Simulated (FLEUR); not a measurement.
# Au (Fm-3m) in FLEUR: a series of runs

Runs on Au. Level: LDA (von Barth-Hedin). Tasks: band structure, equation of state.

Everything below comes from runs of FLEUR MaX-R8.1 (later development tree). Logs are shortened: lines on timing, memory, paths and dates and some standing lists are left out, and cuts for length are marked.

**Measured values to compare with.**

From “Exploring toroidal anvil profiles for larger sample volumes above 4 Mbar”, 2024, pmc:11102561, for a bulk crystal of Au: bulk modulus 167 GPa.

The runs below are set against these values where they give the same quantity.

## (1) The structure

It takes space group Fm-3m (No. 225, cubic). Conventional cell: a = 4.070 Å, b = 4.070 Å, c = 4.070 Å, α = 90.00°, β = 90.00°, γ = 90.00°. Around Au (site symmetry m-3m) lie 12 Au at 2.88 Å.

## (2) Band structure, LDA (von Barth-Hedin)

Contents of inp.xml:

```xml
<?xml version="1.0" encoding="UTF-8" standalone="no"?>
<fleurInput fleurInputVersion="0.39">
   <comment>
      Au                                                                                                  
   </comment>
   <calculationSetup>
      <cutoffs Kmax="3.8" Gmax="11.8" GmaxXC="11.8" numbands="0"/>
      <scfLoop itmax="60" minDistance="0.00001" maxIterBroyd="15" imix="Anderson" alpha="0.05" precondParam="0.0" spinf="2.0" sdNocoIR="T"/>
      <coreElectrons ctail="T" frcor="F" kcrel="0" coretail_lmax="0"/>
      <xcFunctional name="bh" relativisticCorrections="F"/>
      <magnetism jspins="1"/>
      <soc l_soc="F" theta="0.0" phi="0.0" spav="F"/>
      <expertModes spex="0" secvar="F"/>
      <geometryOptimization l_f="F" forcealpha="1.0" forcemix="BFGS" epsdisp="0.00001" epsforce="0.00001"/>
      <ldaU l_linMix="F" mixParam="0.05" spinf="1.0"/>
   </calculationSetup>
   <cell>
      <bzIntegration valenceElectrons="19.0" mode="hist" fermiSmearingEnergy="0.00183747">
         <kPointListSelection listName="default-1"/>
         <!-- k-points included here -->
         <xi:include xmlns:xi="http://www.w3.org/2001/XInclude" href="kpts.xml"> </xi:include>
      </bzIntegration>
      <!-- symmetry operations included here -->
      <xi:include xmlns:xi="http://www.w3.org/2001/XInclude" href="sym.xml"> </xi:include>
      <bulkLattice scale="1.0">
         <bravaisMatrix>
            <row-1>    0.0000000000000000     3.8455926635609998     3.8455926635609998</row-1>
            <row-2>    3.8455926635609998     0.0000000000000000     3.8455926635609998</row-2>
            <row-3>    3.8455926635609998     3.8455926635609998     0.0000000000000000</row-3>
         </bravaisMatrix>
      </bulkLattice>
   </cell>
   <atomSpecies>
      <species name="Gold (Au)" element="Au" atomicNumber="79">
         <mtSphere radius="2.52" gridPoints="833" logIncrement="0.016"/>
         <atomicCutoffs lmax="10" lnonsphr="8"/>
         <electronConfig flipSpins="F">
            <coreConfig>(1s1/2) (2s1/2) (2p1/2) (2p3/2) (3s1/2) (3p1/2) (3p3/2) (4s1/2) (3d3/2) (3d5/2) (4p1/2) (4p3/2) (4d3/2) (4d5/2) (4f5/2) (4f7/2)</coreConfig>
            <valenceConfig>(5s1/2) (5p1/2) (5p3/2) (6s1/2) (5d3/2) (5d5/2)</valenceConfig>
            <stateOccupation state="(6s1/2)" spinUp="0.500000" spinDown="0.500000"/>
         </electronConfig>
         <energyParameters s="6" p="6" d="5" f="5"/>
         <lo type="SCLO" l="0" n="5" eDeriv="0"/>
         <lo type="SCLO" l="1" n="5" eDeriv="0"/>
         <lo type="SCLO" l="1" n="5" eDeriv="1"/>
         <lo type="SCLO" l="2" n="5" eDeriv="2"/>
         <lo type="SCLO" l="3" n="5" eDeriv="2"/>
      </species>
   </atomSpecies>
   <atomGroups>
      <atomGroup species="Gold (Au)">
         <relPos label="                   1">.0000000000 .0000000000 .0000000000</relPos>
         <force calculate="T" relaxXYZ="TTT"/>
      </atomGroup>
   </atomGroups>
   <output dos="F" band="F" slice="F">
      <checks vchk="F" cdinf="F"/>
      <bandDOS minEnergy="-.5*Htr" maxEnergy="0.5*Htr" sigma="0.015" storeEVData="T"/>
      <vacuumDOS vacdos="F" integ="F" star="F" nstars="0" locx1="0.0" locy1="0.0" locx2="0.0" locy2="0.0" nstm="0" tworkf="0.0"/>
      <unfoldingBand unfoldBand="F" supercellX="1" supercellY="1" supercellZ="1"/>
      <plotting iplot="0" polar="F">
         <plot TwoD="T" vec1="  1.0  0.0  0.0" vec2="  0.0  1.0  0.0" vec3="  0.0  0.0  1.0" zero="  0.0  0.0  0.0" file="plot"/>
      </plotting>
      <chargeDensitySlicing numkpt="0" minEigenval="0.0" maxEigenval="0.0" nnne="0" pallst="F"/>
      <specialOutput eonly="F"/>
      <moessbauerParams electricFieldGradient="T" isomerShift="T" coreHyperfine="T" valenceHyperfine="T"/>
      <magneticCircularDichroism mcd="F" energyLo="-10.0" energyUp="0.0"/>
   </output>
  <!-- We include the file relax.xml here to enable relaxations (see documentation) -->
  <xi:include xmlns:xi="http://www.w3.org/2001/XInclude" href="relax.xml"> <xi:fallback/> </xi:include>
</fleurInput>
```

Contents of crystal.txt:

```
Au
&input cartesian=F /
0.0000000000  2.0350000000  2.0350000000
2.0350000000  0.0000000000  2.0350000000
2.0350000000  2.0350000000  0.0000000000
1.8897261246
1.0 1.0 1.0

1
79 0.0000000000  0.0000000000  0.0000000000

&kpt div1=11 div2=11 div3=11 gamma=T /
```

Contents of inp.xml (bands):

```
<?xml version="1.0" encoding="UTF-8" standalone="no"?>
<fleurInput fleurInputVersion="0.39">
   <comment>
      Au                                                                                                  
   </comment>
   <calculationSetup>
      <cutoffs Kmax="3.8" Gmax="11.8" GmaxXC="11.8" numbands="0"/>
      <scfLoop itmax="60" minDistance="0.00001" maxIterBroyd="15" imix="Anderson" alpha="0.05" precondParam="0.0" spinf="2.0" sdNocoIR="T"/>
      <coreElectrons ctail="T" frcor="F" kcrel="0" coretail_lmax="0"/>
      <xcFunctional name="bh" relativisticCorrections="F"/>
      <magnetism jspins="1"/>
      <soc l_soc="F" theta="0.0" phi="0.0" spav="F"/>
      <expertModes spex="0" secvar="F"/>
      <geometryOptimization l_f="F" forcealpha="1.0" forcemix="BFGS" epsdisp="0.00001" epsforce="0.00001"/>
      <ldaU l_linMix="F" mixParam="0.05" spinf="1.0"/>
   </calculationSetup>
   <cell>
      <bzIntegration valenceElectrons="19.0" mode="hist" fermiSmearingEnergy="0.00183747">
         <kPointListSelection listName="path-1"/>
         <!-- k-points included here -->
         <xi:include xmlns:xi="http://www.w3.org/2001/XInclude" href="kpts.xml"> </xi:include>
      </bzIntegration>
      <!-- symmetry operations included here -->
      <xi:include xmlns:xi="http://www.w3.org/2001/XInclude" href="sym.xml"> </xi:include>
      <bulkLattice scale="1.0">
         <bravaisMatrix>
            <row-1>    0.0000000000000000     3.8455926635609998     3.8455926635609998</row-1>
            <row-2>    3.8455926635609998     0.0000000000000000     3.8455926635609998</row-2>
            <row-3>    3.8455926635609998     3.8455926635609998     0.0000000000000000</row-3>
         </bravaisMatrix>
      </bulkLattice>
   </cell>
   <atomSpecies>
      <species name="Gold (Au)" element="Au" atomicNumber="79">
         <mtSphere radius="2.52" gridPoints="833" logIncrement="0.016"/>
         <atomicCutoffs lmax="10" lnonsphr="8"/>
         <electronConfig flipSpins="F">
            <coreConfig>(1s1/2) (2s1/2) (2p1/2) (2p3/2) (3s1/2) (3p1/2) (3p3/2) (4s1/2) (3d3/2) (3d5/2) (4p1/2) (4p3/2) (4d3/2) (4d5/2) (4f5/2) (4f7/2)</coreConfig>
            <valenceConfig>(5s1/2) (5p1/2) (5p3/2) (6s1/2) (5d3/2) (5d5/2)</valenceConfig>
            <stateOccupation state="(6s1/2)" spinUp="0.500000" spinDown="0.500000"/>
         </electronConfig>
         <energyParameters s="6" p="6" d="5" f="5"/>
         <lo type="SCLO" l="0" n="5" eDeriv="0"/>
         <lo type="SCLO" l="1" n="5" eDeriv="0"/>
         <lo type="SCLO" l="1" n="5" eDeriv="1"/>
         <lo type="SCLO" l="2" n="5" eDeriv="2"/>
         <lo type="SCLO" l="3" n="5" eDeriv="2"/>
      </species>
   </atomSpecies>
   <atomGroups>
      <atomGroup species="Gold (Au)">
         <relPos label="                   1">.0000000000 .0000000000 .0000000000</relPos>
         <force calculate="T" relaxXYZ="TTT"/>
      </atomGroup>
   </atomGroups>
   <output dos="F" band="T" slice="F">
      <checks vchk="F" cdinf="F"/>
      <bandDOS minEnergy="-.5*Htr" maxEnergy="0.5*Htr" sigma="0.015" storeEVData="T"/>
      <vacuumDOS vacdos="F" integ="F" star="F" nstars="0" locx1="0.0" locy1="0.0" locx2="0.0" locy2="0.0" nstm="0" tworkf="0.0"/>
      <unfoldingBand unfoldBand="F" supercellX="1" supercellY="1" supercellZ="1"/>
      <plotting iplot="0" polar="F">
         <plot TwoD="T" vec1="  1.0  0.0  0.0" vec2="  0.0  1.0  0.0" vec3="  0.0  0.0  1.0" zero="  0.0  0.0  0.0" file="plot"/>
      </plotting>
      <chargeDensitySlicing numkpt="0" minEigenval="0.0" maxEigenval="0.0" nnne="0" pallst="F"/>
      <specialOutput eonly="F"/>
      <moessbauerParams electricFieldGradient="T" isomerShift="T" coreHyperfine="T" valenceHyperfine="T"/>
      <magneticCircularDichroism mcd="F" energyLo="-10.0" energyUp="0.0"/>
   </output>
  <!-- We include the file relax.xml here to enable relaxations (see documentation) -->
  <xi:include xmlns:xi="http://www.w3.org/2001/XInclude" href="relax.xml"> <xi:fallback/> </xi:include>
</fleurInput>
```

Potentials or basis: all-electron, FLAPW.

Started as:

```
> inpgen -f crystal.txt -profile fastHighL
> # inp.xml edited to the form shown
> fleur_MPI
> fleur_MPI   # second run, on inp.xml (bands)
```

Log:

```text
Welcome to FLEUR        (www.flapw.de)
      MaX-Release 8.1          (www.max-centre.eu)

 ========== k-point set info ==========
 Selected k-point list: default-1
 k-point list type: mesh
 11 x 11 x 11
 Number of k points: 56

 ------------Calculation Setup---------------------------
 Number of MPI-tasks      :            1
 Number of PE/node        :            1
 Number of OMP-threads    :            1
 Most efficient MPI parallelization for:
           1           2           4           7           8          14          28          56
 Additional eigenvalue parallelization possible
 Number of basis functions:          148
 Approximate size of matrices (H+S) per k-point:         0.000 GB
 --------------------------------------------------------
 Iteration:     1   Distance:      17.18049104 me/bohr^3
 Iteration:     2   Distance:      15.42569283 me/bohr^3
 Iteration:     3   Distance:       6.79768674 me/bohr^3
 Iteration:     4   Distance:       2.18893756 me/bohr^3
 Iteration:     5   Distance:       1.93191994 me/bohr^3
 Iteration:     6   Distance:       0.17055795 me/bohr^3
 Iteration:     7   Distance:       0.01709316 me/bohr^3
 Iteration:     8   Distance:       0.01412851 me/bohr^3
 Iteration:     9   Distance:       0.00142034 me/bohr^3
 Iteration:    10   Distance:       0.00037091 me/bohr^3
 Iteration:    11   Distance:       0.00002646 me/bohr^3
 Iteration:    12   Distance:       0.00000631 me/bohr^3

 ********************************************************************
 Run finished successfully
 Stop message:
   all done
 ********************************************************************
```

output (bands):

```text
Welcome to FLEUR        (www.flapw.de)
      MaX-Release 8.1          (www.max-centre.eu)

 ========== k-point set info ==========
 Selected k-point list: path-1
 k-point list type: path
 Number of k points: 60

 ------------Calculation Setup---------------------------
 Number of MPI-tasks      :            1
 Number of PE/node        :            1
 Number of OMP-threads    :            1
 Most efficient MPI parallelization for:
           1           2           3           4           5           6          10          12          15          20          30          60
 Additional eigenvalue parallelization possible
 Number of basis functions:          148
 Approximate size of matrices (H+S) per k-point:         0.000 GB
 --------------------------------------------------------
 Fermi energy correction for metals:
 Fermi energy in bands.* files may not be consistent with last density.
 Please correct it manually (e.g. in band.gnu file).

 Note: Band structure data (together with different weights) is also stored in the banddos.hdf file.
       A convenient way of extracting and plotting the data from that file is by making use of the

 ********************************************************************
 Run finished successfully
 Stop message:
   Charge density postprocessing done.
 ********************************************************************
```

out.xml (last iteration):

```text
<iteration numberForCurrentRun="   12" overallNumber="   12">
         <energyParameters units="Htr">
            <atomicEP atomType="1" spin="1" branch="6s" branchLowest="-3.47" branchHighest="1.43" value="0.2286156011"/>
            <atomicEP atomType="1" spin="1" branch="6p" branchLowest="-1.66" branchHighest="2.34" value="0.4084695851"/>
            <atomicEP atomType="1" spin="1" branch="5d" branchLowest="-11.43" branchHighest="0.46" value="0.2696085955"/>
            <atomicEP atomType="1" spin="1" branch="5f" branchLowest="-2.48" branchHighest="2.51" value="0.7055254879"/>
            <loAtomicEP atomType="1" spin="1" branch="5s" branchLowest="-26.22" branchHighest="-3.47" value="-3.4738325905"/>
            <loAtomicEP atomType="1" spin="1" branch="5p" branchLowest="-19.49" branchHighest="-1.66" value="-1.7286612468"/>
            <loAtomicEP atomType="1" spin="1" branch="5p" branchLowest="-19.49" branchHighest="-1.66" value="-1.7286612468"/>
            <loAtomicEP atomType="1" spin="1" branch="5d" branchLowest="-11.43" branchHighest="0.46" value="0.2518933049"/>
            <loAtomicEP atomType="1" spin="1" branch="5f" branchLowest="-2.48" branchHighest="2.51" value="0.7055169819"/>
         </energyParameters>
         <eigenvalues>
            <eigenvaluesAt spin="1" ikpt="1" k_x="0.00000000" k_y="0.00000000" k_z="0.00000000">
                      -3.4742821123       -1.6787294170       -1.6787294170       -1.6787294170        0.0379912397
                       0.2337395011        0.2337395011        0.2337395011        0.2915155568        0.2915155568
                       0.9394426383        1.0864443890        1.0864443890        1.0864443890        1.2747781219
            </eigenvaluesAt>
            <eigenvaluesAt spin="1" ikpt="2" k_x="0.00000000" k_y="0.00000000" k_z="0.09090909">
                      -3.4742459837       -1.6794078471       -1.6788319953       -1.6788319953        0.0486470249
                       0.2303441152        0.2373285746        0.2373285746        0.2899867233        0.2899867233
                       0.9515119734        1.0283660530        1.0992511614        1.0992511614        1.3008673570
            </eigenvaluesAt>
            <eigenvaluesAt spin="1" ikpt="3" k_x="0.00000000" k_y="0.00000000" k_z="0.18181818">
                      -3.4741488557       -1.6812206059       -1.6791059512       -1.6791059512        0.0779004069
                       0.2247576560        0.2438428882        0.2438428882        0.2901052931        0.2901052931
                       0.9131086233        0.9823962212        1.1306683629        1.1306683629        1.2204395373
            </eigenvaluesAt>
            <eigenvaluesAt spin="1" ikpt="4" k_x="0.00000000" k_y="0.00000000" k_z="0.27272727">
[... 33 lines left out ...]
         <allElectronCharges>
            <spinDependentCharge spin="1" total="79.0000000" interstitial="1.4786418" mtSpheres="77.5213582"/>
            <totalCharge value="78.9999999955"/>
         </allElectronCharges>
         <moessbauerParams unitsHFF="kG" unitsIS="e/bohr^3" unitsEFG="Htr/bohr^2">
            <coreIsomerShift atomType="1" isTotal="2305975.10293">
               <shell n="1" l="0" isomerShift="1910061.44967"/>
               <shell n="2" l="0" isomerShift="286390.66859"/>
               <shell n="2" l="1" isomerShift="20636.06819"/>
               <shell n="3" l="0" isomerShift="65539.92243"/>
               <shell n="3" l="1" isomerShift="5296.39179"/>
               <shell n="4" l="0" isomerShift="16720.23401"/>
               <shell n="3" l="2" isomerShift="0.00217"/>
               <shell n="4" l="1" isomerShift="1330.36549"/>
               <shell n="4" l="2" isomerShift="0.00058"/>
               <shell n="4" l="3" isomerShift="0.00000"/>
            </coreIsomerShift>
            <isomerShift atomType="1" nucleusRadius="0.0001374" averageDensity="2309462.50037"/>
            <electricFieldGradient atomType="1" VXX="0.00000" VYY="0.00000" VZZ="0.00000" asymParam="0.00000">
            </electricFieldGradient>
         </moessbauerParams>
         <totalEnergy                                    value="   -19038.6511703927" units="Htr">
            <sumOfEigenvalues                            value="   -11700.6500708584">
               <coreElectrons value="-11686.3627829638"/>
               <valenceElectrons value="-14.2872878946"/>
            </sumOfEigenvalues>
            <densityCoulombPotentialIntegral value="-33098.7677292790"/>
            <densityEffectivePotentialIntegral value="-33571.1500201261"/>
            <chargeDenXCDenIntegral value="-356.1768401166"/>
            <FockExchangeEnergyValence value="0.0000000000"/>
            <FockExchangeEnergyCore value="0.0000000000"/>
            <atomTypeDependentContributions atomType="1">
               <electronNucleiInteractionDifferentMTs value="23963.3320395963"/>
               <MadelungTerm value="-40.2583753079"/>
            </atomTypeDependentContributions>
            <tkbTimesEntropy value="0.0000473643"/>
            <freeEnergy value="-19038.6512177570"/>
            <extrapolationTo0K value="-19038.6511940748"/>
         </totalEnergy>
         <densityConvergence units="me/bohr^3">
            <chargeDensity spin="1" distance="0.0000063112"/>
         </densityConvergence>
      </iteration>
```

Run time: 7.5 s. Hardware: 1 thread of Arm Neoverse V1, shared host; peak memory 0.04 GiB.

Results:

* Free energy: -518068.0919 eV
* Band gap along the path: none (metal or under the smearing width)
* Valence electrons inside the program's atomic spheres: Au 17.52 (radii Au 2.52 bohr)

Levels at the corners of the path, in eV from the Fermi level:
```csv
point,band 6,band 7,band 8,band 9,band 10,band 11,band 12,band 13
Γ,-4.75,-4.75,-4.75,-3.18,-3.18,14.45,18.45,18.45
X,-6.86,-1.98,-1.61,-1.61,0.91,5.77,9.94,9.94
W,-5.24,-5.24,-3.35,-1.61,4.65,6.29,6.29,9.51
K,-5.93,-3.89,-2.89,-2.08,3.77,4.67,7.49,12.59
Γ,-4.75,-4.75,-4.75,-3.18,-3.18,14.45,18.45,18.45
L,-4.79,-4.79,-1.94,-1.94,-1.07,3.07,13.92,17.08
U,-5.93,-3.89,-2.89,-2.08,3.77,4.67,7.49,12.59
W,-5.24,-5.24,-3.35,-1.61,4.65,6.29,6.29,9.51
L,-4.79,-4.79,-1.94,-1.94,-1.07,3.07,13.92,17.08
K,-5.93,-3.89,-2.89,-2.08,3.77,4.67,7.49,12.59
U,-5.93,-3.89,-2.89,-2.08,3.77,4.67,7.49,12.59
X,-6.86,-1.98,-1.61,-1.61,0.91,5.77,9.94,9.94
```

Core levels (eV from the Fermi level):
```csv
atom,levels
1 Au,"1s1/2 -80589.8, 2s1/2 -14207.1, 2p1/2 -13626.2, 2p3/2 -11792.2, 3s1/2 -3350.6, 3p1/2 -3089.1, 3p3/2 -2684.5, 4s1/2 -724.5, 3d3/2 -2249.5, 3d5/2 -2162.5, 4p1/2 -613.1, 4p3/2 -515.8, 4d3/2 -333.3, 4d5/2 -315.2, 4f5/2 -80.8, 4f7/2 -77.0"
```

Caveat: spin-orbit coupling is left out, which moves the levels of the heavy elements.

## (3) Equation of state, LDA (von Barth-Hedin), 15.84 Å³/atom (volume scaled by 0.94)

Changes to inp.xml since step 2:

```diff
@@ -24,3 +24,3 @@
       <xi:include xmlns:xi="http://www.w3.org/2001/XInclude" href="sym.xml"> </xi:include>
-      <bulkLattice scale="1.0">
+      <bulkLattice scale="0.9795861087">
          <bravaisMatrix>
@@ -34,3 +34,3 @@
       <species name="Gold (Au)" element="Au" atomicNumber="79">
-         <mtSphere radius="2.52" gridPoints="833" logIncrement="0.016"/>
+         <mtSphere radius="2.47" gridPoints="833" logIncrement="0.016"/>
          <atomicCutoffs lmax="10" lnonsphr="8"/>
```

Potentials or basis: all-electron, FLAPW.

Started as:

```
> inpgen -f crystal.txt -profile fastHighL
> # inp.xml edited to the form shown
> fleur_MPI
```

It took 6.5 s on 1 thread of Arm Neoverse V1, shared host; peak memory 0.09 GiB.

Results (log left out):

```
Free energy                                           : -518068.0719 eV
Band gap on the k mesh                                : none (metal or under the smearing width)
Valence electrons inside the program's atomic spheres : Au 17.44 (radii Au 2.47 bohr)
```

## (4) Equation of state, LDA (von Barth-Hedin), 16.18 Å³/atom (volume scaled by 0.96)

Changes to inp.xml since step 3:

```diff
@@ -24,3 +24,3 @@
       <xi:include xmlns:xi="http://www.w3.org/2001/XInclude" href="sym.xml"> </xi:include>
-      <bulkLattice scale="0.9795861087">
+      <bulkLattice scale="0.9864848297">
          <bravaisMatrix>
```

Started as:

```
> inpgen -f crystal.txt -profile fastHighL
> # inp.xml edited to the form shown
> fleur_MPI
```

Wall time 6.6 s (1 thread of Arm Neoverse V1, shared host); peak memory 0.09 GiB.

Results (log left out):

```yaml
Free_energy: -518068.0856 eV
Band_gap_on_the_k_mesh: none (metal or under the smearing width)
Valence_electrons_inside_the_program's_atomic_spheres: Au 17.41 (radii Au 2.47 bohr)
```

[end of part 1 of 2]
